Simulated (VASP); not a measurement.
The system is BAs.

```
B As
1.0
     0.00000    2.38890    2.38890
     2.38890    0.00000    2.38890
     2.38890    2.38890    0.00000
B As
1 1
Direct
  0.00000 0.00000 0.00000
  0.25000 0.25000 0.25000
```

The cell was built by a generator and needn't be a form met in nature.

Base run:

| Quantity | Value |
| --- | --- |
| Program | VASP 6.6.1 |
| Functional | PBEsol |
| Potentials or basis | VASP PAW PBE potentials, release 64 (B, As) |
| Cutoff | 520 eV |
| k mesh | 10 × 10 × 10 |
| Occupations | gaussian, width 0.02 eV |
| Spin | no spin polarisation |

Its results: band gap on the k mesh 1.08 eV, indirect (least direct gap 3.24 eV).

After a change of settings the same cell gave: band gap on the k mesh 1.76 eV, indirect (least direct gap 3.79 eV). Which change was it?
A. functional from PBEsol to LDA; potentials or basis from VASP PAW PBE potentials, release 64 (B, As) to VASP PAW LDA potentials, release 64 (B, As)
B. functional from PBEsol to TB-mBJ
C. functional from PBEsol to SCAN
D. functional from PBEsol to r2SCAN

B.

Runs at the PBE level aren't shown here.
